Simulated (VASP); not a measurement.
PtSe: single point with PBE+U

PtSe:

```
CELL_PARAMETERS angstrom
0.00000 3.03745 3.03745
3.03745 0.00000 3.03745
3.03745 3.03745 0.00000
ATOMIC_POSITIONS crystal
Pt 0.00000 0.00000 0.00000
Se 0.25000 0.25000 0.25000
```

The cell comes from a database or a generator and needn't be the stable form of this composition.

```
Program             : VASP 6.6.1
Task                : single point
Functional          : PBE
Potentials or basis : VASP PAW PBE potentials, release 64 (Pt, Se)
Cutoff              : 520 eV
k mesh              : 5 × 5 × 5
Occupations         : gaussian, width 0.05 eV
Spin                : collinear spin, random start
Starting moments    : [0.53, 0.0] μB
Hubbard terms       : Pt d U = 4 eV
```

```
Pressure                                              : -11.8 GPa
Band gap on the k mesh                                : none (metal or under the smearing width)
Net moment                                            : 0.65 μB per cell
Site moments                                          : Pt +0.42; Se +0.14 μB
Valence electrons inside the program's atomic spheres : Pt 9.24; Se 3.63
```

Levels at points of the mesh, in eV from the Fermi level:
Spin up:
```
           k point  band 6  band 7  band 8  band 9  band 10  band 11
(0.00, 0.00, 0.00)   -2.85    0.74    1.49    1.49     1.49     6.99
```
Spin down:
```
           k point  band 4  band 5  band 6  band 7  band 8  band 9  band 10  band 11
(0.00, 0.00, 0.00)   -4.17   -2.60   -2.60    0.90    1.94    1.94     1.94     7.12
```

Eigenvalues of the final occupation matrices:
| site | spin | trace | eigenvalues |
| --- | --- | --- | --- |
| site 1 d | 1 | 4.42 | 0.86 0.86 0.86 0.91 0.91 |
| site 1 d | 2 | 4.05 | 0.76 0.76 0.76 0.89 0.89 |

Run time: 20 s on 1 thread of Intel(R) Xeon(R) 6975P-C (Granite Rapids) (shared host), peak memory 0.2 GiB.

Spin-orbit coupling is left out, which matters for the levels of Pt. The state reached can hang on the start; a lower one may exist.
